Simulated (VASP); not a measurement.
Level of theory: LDA (Ceperley-Alder, Perdew-Zunger), VASP's LDA PAW potentials (set 64) (plane waves; VASP).

A VASP calculation is set up with these files.

### INCAR
```
SYSTEM = CsI
PREC = Accurate; ENCUT = 400; LREAL = .FALSE.
LASPH = .TRUE.
EDIFF = 1E-8; NELM = 100; ALGO = Normal
LMAXMIX = 4
ISMEAR = 0; SIGMA = 0.01
LWAVE = .FALSE.; LCHARG = .FALSE.
LEPSILON = .TRUE.
```

File POSCAR:
```
CsI
1
    4.4084292742     0.0000000000     0.0000000000
    0.0000000000     4.4084292742     0.0000000000
    0.0000000000     0.0000000000     4.4084292742
Cs I
1 1
Direct
  0.0000000000   0.0000000000   0.0000000000
  0.5000000000   0.5000000000   0.5000000000
```

### KPOINTS
```
Automatic mesh
0
Gamma
6 6 6
0 0 0
```

POTCAR, in this order: Cs_sv I (LDA.64 set). Program: vasp_std.

The run wrote:

OSZICAR:
```
...
RMM:  11    -0.807586721322E+02   -0.13832E-06    0.26088E-04   450   0.122E-03
RMM:  12    -0.807586719445E+02    0.18770E-06    0.87220E-05   434   0.122E-03
 Linear response to external field (no local field effect), progress :
  Direction:   1
       N       E                     dE             d eps       ncg     rms          rms(c)
RMM:   1    -0.571629843180E+00   -0.57163E+00   -0.13466E+00   992   0.331E+00
RMM:   2    -0.568429185656E+00    0.32007E-02   -0.10839E-02   823   0.561E-01
RMM:   3    -0.568475402394E+00   -0.46217E-04   -0.22436E-04   810   0.792E-02
RMM:   4    -0.568477087661E+00   -0.16853E-05   -0.88664E-06   840   0.128E-02
RMM:   5    -0.568477045275E+00    0.42386E-07   -0.52793E-07   834   0.303E-03
RMM:   6    -0.568477047878E+00   -0.26033E-08   -0.73786E-08   730   0.589E-04
 Linear response to external field (no local field effect), progress :
  Direction:   2
       N       E                     dE             d eps       ncg     rms          rms(c)
RMM:   1    -0.691193756525E+00   -0.69119E+00   -0.17002E+00   976   0.351E+00
RMM:   2    -0.688681910378E+00    0.25118E-02   -0.14023E-02   844   0.623E-01
RMM:   3    -0.688727023014E+00   -0.45113E-04   -0.28922E-04   835   0.897E-02
RMM:   4    -0.688729200790E+00   -0.21778E-05   -0.11252E-05   859   0.142E-02
RMM:   5    -0.688729160062E+00    0.40728E-07   -0.55347E-07   852   0.335E-03
RMM:   6    -0.688729162636E+00   -0.25742E-08    0.41379E-09   744   0.635E-04
 Linear response to external field (no local field effect), progress :
  Direction:   3
       N       E                     dE             d eps       ncg     rms          rms(c)
RMM:   1    -0.991164499764E+00   -0.99116E+00   -0.28333E+00   938   0.395E+00
RMM:   2    -0.990698212786E+00    0.46629E-03   -0.22260E-02   830   0.683E-01
RMM:   3    -0.990776034601E+00   -0.77822E-04   -0.44083E-04   818   0.904E-02
RMM:   4    -0.990779432793E+00   -0.33982E-05   -0.16565E-05   839   0.154E-02
RMM:   5    -0.990779381633E+00    0.51160E-07   -0.95399E-07   824   0.341E-03
RMM:   6    -0.990779385387E+00   -0.37544E-08   -0.30315E-08   676   0.728E-04
 Linear response to external field, progress :
  Direction:   1
       N       E                     dE             d eps       ncg     rms          rms(c)
RMM:   1    -0.751350778535E+00   -0.75135E+00   -0.19603E+00  1920   0.359E+00
RMM:   2    -0.749269706829E+00    0.20811E-02   -0.15724E-02  1652   0.621E-01    0.178E+00
RMM:   3    -0.674556480340E+00    0.74713E-01   -0.10458E-01  1560   0.154E+00    0.853E-01
RMM:   4    -0.687847196241E+00   -0.13291E-01   -0.92920E-02  1575   0.140E+00    0.185E-01
RMM:   5    -0.702841362192E+00   -0.14994E-01   -0.21495E-03  1628   0.288E-01    0.280E-02
RMM:   6    -0.703260578975E+00   -0.41922E-03   -0.14315E-04  1700   0.559E-02    0.242E-02
RMM:   7    -0.703295337263E+00   -0.34758E-04   -0.60111E-06  1741   0.966E-03    0.247E-02
RMM:   8    -0.703553082900E+00   -0.25775E-03   -0.13929E-06  1631   0.719E-03    0.170E-02
RMM:   9    -0.703530148178E+00    0.22935E-04   -0.25627E-06  1649   0.668E-03    0.110E-02
RMM:  10    -0.703536187359E+00   -0.60392E-05   -0.12239E-07  1743   0.115E-03    0.762E-03
RMM:  11    -0.703552362603E+00   -0.16175E-04   -0.41486E-07  1696   0.955E-04    0.495E-03
RMM:  12    -0.703567633091E+00   -0.15270E-04   -0.28914E-08  1689   0.612E-04    0.334E-03
RMM:  13    -0.703561748003E+00    0.58851E-05   -0.19234E-08  1430   0.220E-04    0.189E-03
RMM:  14    -0.703556311325E+00    0.54367E-05    0.78102E-08  1463   0.247E-04    0.278E-04
RMM:  15    -0.703555885178E+00    0.42615E-06    0.14378E-08   651   0.915E-05    0.131E-04
RMM:  16    -0.703555585918E+00    0.29926E-06    0.46980E-08   565   0.958E-05    0.144E-05
RMM:  17    -0.703555623932E+00   -0.38014E-07   -0.16266E-08   530   0.967E-05    0.186E-05
RMM:  18    -0.703555670688E+00   -0.46756E-07    0.29351E-08   473   0.966E-05    0.536E-06
 Linear response to external field, progress :
  Direction:   2
       N       E                     dE             d eps       ncg     rms          rms(c)
RMM:   1    -0.751311595228E+00   -0.75131E+00   -0.19599E+00  1917   0.359E+00
RMM:   2    -0.749269905868E+00    0.20417E-02   -0.15689E-02  1648   0.621E-01    0.178E+00
RMM:   3    -0.674569389251E+00    0.74701E-01   -0.10474E-01  1563   0.154E+00    0.853E-01
RMM:   4    -0.687851881868E+00   -0.13282E-01   -0.92973E-02  1572   0.140E+00    0.185E-01
RMM:   5    -0.702843599775E+00   -0.14992E-01   -0.21518E-03  1632   0.288E-01    0.282E-02
RMM:   6    -0.703262293616E+00   -0.41869E-03   -0.14220E-04  1696   0.556E-02    0.248E-02
RMM:   7    -0.703293524234E+00   -0.31231E-04   -0.59708E-06  1741   0.957E-03    0.256E-02
RMM:   8    -0.703544520500E+00   -0.25100E-03   -0.17108E-06  1640   0.750E-03    0.200E-02
RMM:   9    -0.703525342481E+00    0.19178E-04   -0.32711E-06  1630   0.764E-03    0.134E-02
RMM:  10    -0.703531596986E+00   -0.62545E-05    0.14626E-07  1749   0.127E-03    0.981E-03
RMM:  11    -0.703546476913E+00   -0.14880E-04    0.10204E-06  1698   0.850E-04    0.758E-03
RMM:  12    -0.703571235818E+00   -0.24759E-04   -0.10344E-07  1699   0.822E-04    0.406E-03
RMM:  13    -0.703563122068E+00    0.81138E-05    0.35141E-08  1523   0.289E-04    0.216E-03
RMM:  14    -0.703556434448E+00    0.66876E-05    0.15709E-07  1576   0.307E-04    0.320E-04
RMM:  15    -0.703555775648E+00    0.65880E-06    0.68092E-08   786   0.104E-04    0.132E-04
RMM:  16    -0.703555459247E+00    0.31640E-06    0.77970E-08   586   0.104E-04    0.843E-06
 Linear response to external field, progress :
  Direction:   3
       N       E                     dE             d eps       ncg     rms          rms(c)
RMM:   1    -0.751325790869E+00   -0.75133E+00   -0.19600E+00  1921   0.359E+00
RMM:   2    -0.749268740689E+00    0.20571E-02   -0.15698E-02  1652   0.621E-01    0.178E+00
RMM:   3    -0.674552742978E+00    0.74716E-01   -0.10474E-01  1558   0.154E+00    0.853E-01
RMM:   4    -0.687845765443E+00   -0.13293E-01   -0.93036E-02  1572   0.140E+00    0.185E-01
RMM:   5    -0.702849165101E+00   -0.15003E-01   -0.21506E-03  1626   0.288E-01    0.282E-02
RMM:   6    -0.703262220984E+00   -0.41306E-03   -0.14298E-04  1694   0.558E-02    0.244E-02
RMM:   7    -0.703294801939E+00   -0.32581E-04   -0.60271E-06  1736   0.964E-03    0.251E-02
RMM:   8    -0.703551843469E+00   -0.25704E-03   -0.15318E-06  1627   0.729E-03    0.180E-02
RMM:   9    -0.703528188250E+00    0.23655E-04   -0.28863E-06  1630   0.705E-03    0.120E-02
RMM:  10    -0.703534179258E+00   -0.59910E-05   -0.29174E-07  1750   0.119E-03    0.856E-03
RMM:  11    -0.703550019311E+00   -0.15840E-04   -0.10873E-06  1702   0.908E-04    0.610E-03
RMM:  12    -0.703569284466E+00   -0.19265E-04   -0.10130E-06  1700   0.707E-04    0.365E-03
RMM:  13    -0.703562441028E+00    0.68434E-05   -0.23212E-07  1469   0.247E-04    0.203E-03
RMM:  14    -0.703556362792E+00    0.60782E-05    0.17768E-08  1509   0.272E-04    0.297E-04
RMM:  15    -0.703555878286E+00    0.48451E-06    0.49160E-08   668   0.933E-05    0.138E-04
RMM:  16    -0.703555569146E+00    0.30914E-06    0.79007E-08   568   0.971E-05    0.127E-05
RMM:  17    -0.703555600147E+00   -0.31000E-07    0.13210E-08   523   0.977E-05    0.187E-05
RMM:  18    -0.703555652528E+00   -0.52381E-07   -0.16590E-08   489   0.975E-05    0.508E-06
```

### OUTCAR
```
------------------------ aborting loop because EDIFF is reached ----------------------------------------

 HEAD OF MICROSCOPIC STATIC DIELECTRIC TENSOR (INDEPENDENT PARTICLE, excluding Hartree and local field effects)
 ------------------------------------------------------
           4.165312    -0.000000     0.000000
           0.000000     4.165312    -0.000000
          -0.000000     0.000000     4.165312
 ------------------------------------------------------

 MACROSCOPIC STATIC DIELECTRIC TENSOR (including local field effects in DFT)
 ------------------------------------------------------
           3.710086     0.000000    -0.000000
           0.000000     3.710086    -0.000000
           0.000000     0.000000     3.710086
 ------------------------------------------------------

 PIEZOELECTRIC TENSOR (including local field effects)  for field in x, y, z        (e  Angst)
          XX          YY          ZZ          XY          YZ          ZX
  --------------------------------------------------------------------------------
  x     0.00000     0.00000     0.00000     0.00000     0.00000     0.00000
  y     0.00000     0.00000     0.00000     0.00000     0.00000     0.00000
  z     0.00000     0.00000     0.00000     0.00000     0.00000     0.00000

 PIEZOELECTRIC TENSOR (including local field effects)  for field in x, y, z        (C/m^2)
          XX          YY          ZZ          XY          YZ          ZX
  --------------------------------------------------------------------------------
  x     0.00000     0.00000     0.00000     0.00000     0.00000     0.00000
  y     0.00000     0.00000     0.00000     0.00000     0.00000     0.00000
  z     0.00000     0.00000     0.00000     0.00000     0.00000     0.00000

 BORN EFFECTIVE CHARGES (including local field effects) (in |e|, cummulative output)
 ---------------------------------------------------------------------------------
 ion    1
    1     1.31708     0.00000     0.00000
    2     0.00000     1.31708    -0.00000
    3    -0.00000    -0.00000     1.31708
 ion    2
    1    -1.31708    -0.00000    -0.00000
    2    -0.00000    -1.31708     0.00000
    3     0.00000     0.00000    -1.31708
```
(Selected blocks of OUTCAR.)

The compound is CsI in the CsCl type structure. It was relaxed first, which changed the volume by -10 %.
